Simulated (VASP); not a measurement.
# CaO in VASP: one cell, several levels of theory

Rocksalt CaO, under -3.0 % biaxial strain in x and y, free along z is computed at one geometry. Runs: PBE, r2SCAN.

Code: VASP 6.6.1. PAW datasets, plane waves. Computed at 0 K without zero-point motion; spin polarisation is off.

### Step 1. The cell

The cell comes from an earlier relaxation with r2SCAN in another program, then strained, with the atoms relaxed again.

It is tetragonal, I4/mmm (No. 139); a = 3.289 Å, c = 4.874 Å in the conventional setting, 13.18 Å³ an atom. Ca has 6 O at 2.33–2.44 Å; O has 6 Ca at 2.33–2.44 Å.

Coordinates:

```cif
data_structure
_symmetry_space_group_name_H-M 'I4/mmm'
_symmetry_Int_Tables_number 139
_cell_length_a 3.2889
_cell_length_b 3.2889
_cell_length_c 4.8741
_cell_angle_alpha 90.000
_cell_angle_beta 90.000
_cell_angle_gamma 90.000
_cell_volume 52.72
loop_
_atom_site_label
_atom_site_type_symbol
_atom_site_symmetry_multiplicity
_atom_site_Wyckoff_symbol
_atom_site_fract_x
_atom_site_fract_y
_atom_site_fract_z
_atom_site_occupancy
Ca1 Ca 2 a 0.00000 0.00000 0.00000 1
O1 O 2 b 0.50000 0.50000 0.00000 1
```

### Step 2. PBE

Contents of INCAR:

```
ENCUT = 520.000000
SIGMA = 0.020000
EDIFF = 1.00e-07
GGA = PE
PREC = Accurate
IBRION = -1
ISIF = 2
ISMEAR = -1
NBANDS = 15
NELM = 120
NSW = 0
LASPH = .TRUE.
LCHARG = .FALSE.
LWAVE = .FALSE.
LREAL = .FALSE.
```

Contents of KPOINTS:

```
KPOINTS created by Atomic Simulation Environment
0
Gamma
10 10 10
0 0 0
```

Contents of KPOINTS_OPT:

```
special points
7
Reciprocal
0.0000000000 0.0000000000 0.0000000000 1
0.5000000000 0.0000000000 0.5000000000 1
0.6250000000 0.2500000000 0.6250000000 1
0.3750000000 0.3750000000 0.7500000000 1
0.5000000000 0.5000000000 0.5000000000 1
0.5000000000 0.2500000000 0.7500000000 1
0.0000000000 0.5000000000 0.5000000000 1
```

Contents of POSCAR:

```
Ca O
 1.0000000000000000
     0.0000000000000000    2.3256236101000001    2.4370317782000002
     2.3256236101000001    0.0000000000000000    2.4370317782000002
     2.3256236101000001    2.3256236101000001    0.0000000000000000
 Ca  O
   1   1
Cartesian
  0.0000000000000000  0.0000000000000000  0.0000000000000000
  2.3256236101000001  2.3256236101000001  2.4370317782000002
```

The run uses the recommended PBE PAW datasets (16 valence electrons a neutral cell).

Command:

```
> mpirun -np 1 vasp_std
```

### Step 3. r2SCAN

Contents of INCAR:

```
ENCUT = 520.000000
SIGMA = 0.010000
EDIFF = 1.00e-07
ALGO = Normal
METAGGA = R2SCAN
PREC = Accurate
IBRION = -1
ISIF = 2
ISMEAR = 0
NBANDS = 15
NELM = 120
NSW = 0
LASPH = .TRUE.
LCHARG = .FALSE.
LWAVE = .FALSE.
LREAL = .FALSE.
```

KPOINTS is that of step 2.

KPOINTS_OPT is that of step 2.

POSCAR is that of step 2.

Before running it: what results should come out? Wanted: for each run, gap; pressure.

**Answer**, as computed:

```
 level  gap (eV)  pressure (GPa)
   PBE      3.53            9.53
r2SCAN      4.08            7.63
```

What this shows: The gap spans 3.53 eV (PBE) to 4.08 eV (r2SCAN). The pressure is highest with PBE (9.5 GPa) and lowest with r2SCAN (7.6 GPa), which orders the cells that they would relax to.
